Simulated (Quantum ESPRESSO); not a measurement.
The system is As.

```
CELL_PARAMETERS angstrom
1.88080 1.08588 3.51406
-1.88080 1.08588 3.51406
0.00000 -2.17176 3.51406
ATOMIC_POSITIONS crystal
As 0.22600 0.22600 0.22600
As 0.77400 0.77400 0.77400
```

Base run:

| Quantity | Value |
| --- | --- |
| Program | Quantum ESPRESSO 7.5 |
| Functional | PBEsol |
| Potentials or basis | GBRV 1.5 PBEsol |
| Cutoff | 612 eV |
| Density cutoff | 4898 eV |
| k mesh | 9 × 9 × 9 |
| Occupations | fermi-dirac, width 0.05 eV |
| Spin | no spin polarisation |

Its results: band gap on the k mesh none (metal or under the smearing width); pressure 0.8 GPa; largest force 0.448 eV/Å.

**Question.** The run is repeated on the same cell with these changes: functional from PBEsol to LDA; potentials or basis from GBRV 1.5 PBEsol to GBRV 1.5 LDA. What comes out?

**Answer.** Band gap on the k mesh none (metal or under the smearing width); pressure -0.8 GPa; largest force 0.348 eV/Å.
